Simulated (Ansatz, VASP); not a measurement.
## Two plane-wave programs on MnS

```
Mn S
1.0
     0.00000    2.60450    2.60450
     2.60450    0.00000    2.60450
     2.60450    2.60450    0.00000
Mn S
1 1
Direct
  0.00000 0.00000 0.00000
  0.50000 0.50000 0.50000
```

Alike in both runs: task single point; functional PBE; k mesh 12 × 12 × 12; occupations gaussian, width 0.05 eV; collinear spin.

|  | VASP | Ansatz |
| --- | --- | --- |
| version | VASP 6.6.1 | Ansatz 0.2.0 |
| potentials or method | VASP PAW PBE potentials, release 64 (Mn_pv, S) | scalar-relativistic, plane waves, PAW |
| plane-wave cutoff (eV) | 520 | 420 |
| valence electrons in the cell | 19 | 21 |

VASP gave:

- gap on the k mesh at the Fermi level (eV): none
- pressure (GPa): -2.6
- net moment per atom (μB): 2.37
- size of the moment on the site where the two differ most (μB): 4.27

Task: What did Ansatz give for the same quantities?

Result: gap on the k mesh at the Fermi level (eV): none; pressure (GPa): -2.6; net moment per atom (μB): 2.37; size of the moment on the site where the two differ most (μB): 4.22.

Site moments also hang on the region over which each program counts them. A gap of «none» marks a metal or a gap that the smearing closes. With one functional, cell and mesh, what is left measures potentials, basis and numerics. The two sets of potentials don't hold the same shells in valence.

Caveats: a cell with one magnetic atom can't hold antiferromagnetic order, which such compounds often take; semilocal functionals often make such compounds metallic where correlation or magnetic order opens a gap, which also shifts bond lengths. With open d or f shells a metallic result of PBE can be an artefact of self-interaction; +U or a hybrid may open a gap.
